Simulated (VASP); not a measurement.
# Hg (P6_3/mmc) in VASP: single point with LDA

Aim: the single point of Hg with LDA.

Everything below comes from runs of VASP 6.6.1. Logs are shortened: lines on timing, memory, paths and dates and some standing lists are left out, and cuts for length are marked.

## (1) The structure

The structure is hexagonal, space group P6_3/mmc (No. 194). Conventional cell: a = 3.462 Å, b = 3.462 Å, c = 5.488 Å, α = 90.00°, β = 90.00°, γ = 120.00°. Around Hg (site symmetry -6m2) lie 12 Hg at 3.39 to 3.46 Å.

## (2) Single point, LDA

File INCAR:

```
SYSTEM = Hg
PREC = Accurate ; ENCUT = 520
EDIFF = 1E-6 ; ISMEAR = 1
SIGMA = 0.15 ; LREAL = .FALSE.
LASPH = .TRUE. ; NELM = 100
ALGO = Fast ; ISIF = 2
LWAVE = .FALSE. ; LCHARG = .FALSE.
GGA = CA ; NBANDS = 19
```

File KPOINTS:

```
Automatic mesh
0
G
  7 7 4
  0 0 0
```

File POSCAR:

```
Hg
1.0
    3.4618100000      0.0000000000      0.0000000000
   -1.7309050000      2.9980150000      0.0000000000
    0.0000000000      0.0000000000      5.4875480000
Hg
2
Direct
    0.6666670000      0.3333330000      0.7500000000
    0.3333330000      0.6666670000      0.2500000000
```

Potentials or basis: VASP PAW LDA potentials, release 64 (Hg).

On the command line:

```
$ cat potpaw_LDA.64/Hg/POTCAR > POTCAR
$ mpirun -np 1 vasp_std > vasp.out
```

OUTCAR:

```text
SYSTEM = Hg
   PREC = Accurate
   ENCUT = 520
   EDIFF = 1E-6
   ISMEAR = 1
   LREAL = .FALSE.
   LASPH = .TRUE.
   NELM = 100
   ISIF = 2
   GGA = CA

 ion  position               nearest neighbor table
   1  0.667  0.333  0.750-   2 3.39   2 3.39   2 3.39   2 3.39   2 3.39   2 3.39
   2  0.333  0.667  0.250-   1 3.39   1 3.39   1 3.39   1 3.39   1 3.39   1 3.39

  LATTYP: Found a hexagonal cell.
 ALAT       =     3.4618100000
 C/A-ratio  =     1.5851672969

  Lattice vectors:

 A1 = (   3.4618100000,   0.0000000000,   0.0000000000)
 A2 = (  -1.7309050000,   2.9980150000,   0.0000000000)
 A3 = (   0.0000000000,   0.0000000000,   5.4875480000)

Analysis of symmetry for initial positions (statically):
=====================================================================
 Subroutine PRICEL returns:
 Original cell was already a primitive cell.

 Routine SETGRP: Setting up the symmetry group for a
 hexagonal supercell.

 Subroutine GETGRP returns: Found 24 space group operations
 (whereof 12 operations were pure point group operations)
 out of a pool of 24 trial point group operations.

The static configuration has the point symmetry D_3d.
 The point group associated with its full space group is D_6h.

Analysis of symmetry for dynamics (positions and initial velocities):
=====================================================================
 Subroutine PRICEL returns:
 Original cell was already a primitive cell.

 Routine SETGRP: Setting up the symmetry group for a
 hexagonal supercell.

 Subroutine GETGRP returns: Found 24 space group operations
 (whereof 12 operations were pure point group operations)
 out of a pool of 24 trial point group operations.

The dynamic configuration has the point symmetry D_3d.
 The point group associated with its full space group is D_6h.

 Subroutine INISYM returns: Found 24 space group operations
 (whereof 12 operations are pure point group operations),
 and found     1 'primitive' translations

----------------------------------------------------------------------------------------

                                     Primitive cell

  volume of cell :      56.9528

  direct lattice vectors                    reciprocal lattice vectors
     3.461810000  0.000000000  0.000000000     0.288866229  0.166777017  0.000000000
    -1.730905000  2.998015000  0.000000000     0.000000000  0.333554035  0.000000000
     0.000000000  0.000000000  5.487548000     0.000000000  0.000000000  0.182230752

  length of vectors
     3.461810000  3.461809651  5.487548000     0.333554001  0.333554035  0.182230752

  position of ions in fractional coordinates (direct lattice)
     0.666667000  0.333333000  0.750000000
     0.333333000  0.666667000  0.250000000

  ion indices of the primitive-cell ions
   primitive index   ion index
                 1           1
                 2           2

----------------------------------------------------------------------------------------

 KPOINTS: Automatic mesh

Automatic generation of k-mesh.
 Grid dimensions read from file:
 generate k-points for:    7    7    4

 Generating k-lattice:

  Cartesian coordinates                     Fractional coordinates (reciprocal lattice)
     0.041266604  0.023825288  0.000000000     0.142857143  0.000000000  0.000000000
     0.000000000  0.047650576  0.000000000     0.000000000  0.142857143  0.000000000
     0.000000000  0.000000000  0.045557688     0.000000000  0.000000000  0.250000000

  Length of vectors
     0.047650572  0.047650576  0.045557688

  Shift w.r.t. Gamma in fractional coordinates (k-lattice)
     0.000000000  0.000000000  0.000000000

 Subroutine IBZKPT returns following result:
 ===========================================

 Found     24 irreducible k-points:

 Following reciprocal coordinates:
            Coordinates               Weight
  0.000000  0.000000  0.000000      1.000000
  0.142857  0.000000  0.000000      6.000000
  0.285714  0.000000  0.000000      6.000000
  0.428571  0.000000  0.000000      6.000000
  0.142857  0.142857  0.000000      6.000000
  0.285714  0.142857  0.000000     12.000000
[... 16 lines left out ...]
  0.428571  0.142857  0.500000      6.000000
  0.285714  0.285714  0.500000      6.000000
   k-points           NKPTS =     24   k-points in BZ     NKDIM =     24   number of bands    NBANDS=     19
   number of dos      NEDOS =    301   number of ions     NIONS =      2
   total plane-waves  NPLWV =  32928
   dimension x,y,z NGX =    28 NGY =   28 NGZ =   42
   dimension x,y,z NGXF=    56 NGYF=   56 NGZF=   84
   ions per type =               2
   NGX,Y,Z   is equivalent  to a cutoff of  13.45, 13.45, 12.72 a.u.
   NGXF,Y,Z  is equivalent  to a cutoff of  26.89, 26.89, 25.45 a.u.
 SYSTEM =  Hg
   PREC   = accura    normal or accurate (medium, high low for compatibility)
   ISTART =      0    job   : 0-new  1-cont  2-samecut
   ICHARG =      2    charge: 1-file 2-atom 10-const
   ISPIN  =      1    spin polarized calculation?
   LNONCOLLINEAR =      F non collinear calculations
   LSORBIT =      F    spin-orbit coupling
   LASPH  =      T    aspherical Exc in radial PAW
   ENCUT  =  520.0 eV  38.22 Ry    6.18 a.u.   6.44  6.44 10.20*2*pi/ulx,y,z
   NELM   =    100;   NELMIN=  2; NELMDL= -5     # of ELM steps
   EDIFF  = 0.1E-05   stopping-criterion for ELM
   LREAL  =      F    real-space projection
   EDIFFG = 0.1E-04   stopping-criterion for IOM
   NSW    =      0    number of steps for IOM
   IBRION =     -1    ionic relax: 0-MD 1-quasi-New 2-CG
   NFREE  =      0    steps in history (QN), initial steepest desc. (CG)
   ISIF   =      2    stress and relaxation
   ISYM   =      2    0-nonsym 1-usesym 2-fastsym
   POTIM  = 0.5000    time-step for ionic-motion
   TEBEG  =    0.0;   TEEND  =   0.0 temperature during run
   PSTRESS=    0.0 pullay stress
   NELECT =      24.0000    total number of electrons
   NUPDOWN=      -1.0000    fix difference up-down
   EMIN   =  10.00;   EMAX   =-10.00  energy-range for DOS
   EFERMI =   0.00;   METHOD = LEGACY
   ISMEAR =     1;   SIGMA  =   0.15  broadening in eV -4-tet -1-fermi 0-gaus
   EFERMI_NEDOS =   21; number of points for ismear=-14 and -15
   IALGO  =     68    algorithm
   IMIX   =      4    mixing-type and parameters
     AMIX     =   0.40;   BMIX     =  1.00
     AMIX_MAG =   1.60;   BMIX_MAG =  1.00
  volume/ion in A,a.u.               =      28.48       192.17
  Fermi-wavevector in a.u.,A,eV,Ry     =   1.227364  2.319382 20.496128  1.506423
  Thomas-Fermi vector in A             =   2.362330
   LORBIT       =      0    0 simple, 1 ext, 2 COOP (PROOUT), +10 PAW based schemes
   GGA     = CA    functional components
   LHFCALC =     F    Hartree Fock is set to
   AEXX    =    0.0000 exact exchange contribution
   IVDW    =     0    specifies the selected vdW correction
   LEPSILON=     F    determine dielectric tensor
   LRPA    =     F    only Hartree local field effects (RPA)
 non-spin polarized calculation
 RMM-DIIS sequential band-by-band and
 Methfessel and Paxton  Order N= 1 SIGMA  =   0.15
  energy-cutoff  :      520.00
  volume of cell :       56.95
 maximum number of plane-waves:      1554
 NGX is ok and might be reduce to    28
   NGX = 13   NGY = 13   NGZ = 21

 number of electron      24.0000000 magnetization

 Free energy of the ion-electron system (eV)
  ---------------------------------------------------
  ext. energy  EPLUGINS =         0.00000000
  ---------------------------------------------------
  free energy    TOTEN  =        -1.63815303 eV

  energy without entropy =       -1.63834585  energy(sigma->0) =       -1.63821730

 E-fermi :   0.7411     XC(G=0): -10.2063

 val. band max:        0.6471285131   @ k =   0.2857   0.1429   0.0000
 cond. band min:       0.9531019587   @ k =   0.1429   0.0000   0.0000
 fundamental gap:      0.3059734456
 Fermi energy:         0.7410645281

 k-point     1 :       0.0000    0.0000    0.0000
  band No.  band energies     occupation
      1      -6.5595      2.00000
      2      -5.9098      2.00000
      3      -5.2466      2.00000
      4      -5.2415      2.00000
      5      -5.2415      2.00000
      6      -5.1427      2.00000
[... 11 lines left out ...]
     18      13.8717      0.00000
     19      14.4569      0.00000

 k-point     2 :       0.1429    0.0000    0.0000
  band No.  band energies     occupation
      1      -6.2013      2.00000
      2      -5.7707      2.00000
      3      -5.3454      2.00000
      4      -5.1716      2.00000
      5      -5.1545      2.00000
      6      -5.1240      2.00000
[... 11 lines left out ...]
     18      14.1323      0.00000
     19      14.4709      0.00000

 k-point     3 :       0.2857    0.0000    0.0000
  band No.  band energies     occupation
      1      -5.7412      2.00000
      2      -5.7028      2.00000
      3      -5.4233      2.00000
      4      -5.2454      2.00000
      5      -5.1620      2.00000
      6      -5.0203      2.00000
[... 11 lines left out ...]
     18      12.3566      0.00000
     19      13.2529      0.00000

 k-point     4 :       0.4286    0.0000    0.0000
  band No.  band energies     occupation
      1      -5.8596      2.00000
      2      -5.7041      2.00000
      3      -5.6489      2.00000
      4      -5.3310      2.00000
      5      -5.0220      2.00000
      6      -5.0182      2.00000
[... 407 lines left out ...]
     18       9.9768      0.00000
     19      14.7745      0.00000

 k-point    23 :       0.4286    0.1429    0.5000
  band No.  band energies     occupation
      1      -5.7391      2.00000
      2      -5.7391      2.00000
      3      -5.4900      2.00000
      4      -5.4900      2.00000
      5      -5.0181      2.00000
      6      -5.0181      2.00000
[... 11 lines left out ...]
     18      10.7529      0.00000
     19      14.1065      0.00000

 k-point    24 :       0.2857    0.2857    0.5000
  band No.  band energies     occupation
      1      -5.6450      2.00000
      2      -5.6450      2.00000
      3      -5.2884      2.00000
      4      -5.2884      2.00000
      5      -5.0812      2.00000
      6      -5.0812      2.00000
[... 11 lines left out ...]
     18      11.1298      0.00000
     19      14.7763      0.00000

------------------------ aborting loop because EDIFF is reached ----------------------------------------

  FORCE on cell =-STRESS in cart. coord.  units (eV):
  Direction    XX          YY          ZZ          XY          YZ          ZX
  --------------------------------------------------------------------------------------
  -------------------------------------------------------------------------------------
  Total       -1.4121280     -1.4121276     -1.3722784      0.0000000      0.0000000      0.0000000
  in kB      -39.7254922    -39.7254815    -38.6044576      0.0000000      0.0000000      0.0000000
  external PRESSURE =     -39.3518104 kB  Pullay stress =       0.0000000 kB

 VOLUME and BASIS-vectors are now :
 -----------------------------------------------------------------------------
  energy-cutoff  :      520.00
  volume of cell :       56.95
      direct lattice vectors                 reciprocal lattice vectors
     3.461810000  0.000000000  0.000000000     0.288866229  0.166777017  0.000000000
    -1.730905000  2.998015000  0.000000000     0.000000000  0.333554035  0.000000000
     0.000000000  0.000000000  5.487548000     0.000000000  0.000000000  0.182230752

 POSITION                                       TOTAL-FORCE (eV/Angst)
 -----------------------------------------------------------------------------------
      1.73091      0.99934      4.11566         0.000000     -0.000000      0.000000
     -0.00000      1.99868      1.37189         0.000000      0.000000      0.000000
 -----------------------------------------------------------------------------------
    total drift:                               -0.000254      0.000147     -0.000003

  FREE ENERGIE OF THE ION-ELECTRON SYSTEM (eV)
  ---------------------------------------------------
  free  energy   TOTEN  =        -1.6381530294 eV

  energy  without entropy=       -1.6383458482  energy(sigma->0) =       -1.63821730
```

Run time: 12 s. Hardware: 1 thread of Intel Xeon Platinum 8559C (Emerald Rapids), shared host; peak memory 0.15 GiB.

What came out:

```yaml
Free_energy: -1.6382 eV
Pressure: -3.9 GPa
Band_gap_on_the_k_mesh: none (metal or under the smearing width)
```

Stress tensor (GPa, compression positive):
```
-3.97  0.00  0.00
 0.00 -3.97  0.00
 0.00  0.00 -3.86
```

The run has no spin-orbit coupling, so splittings on Hg are missing.
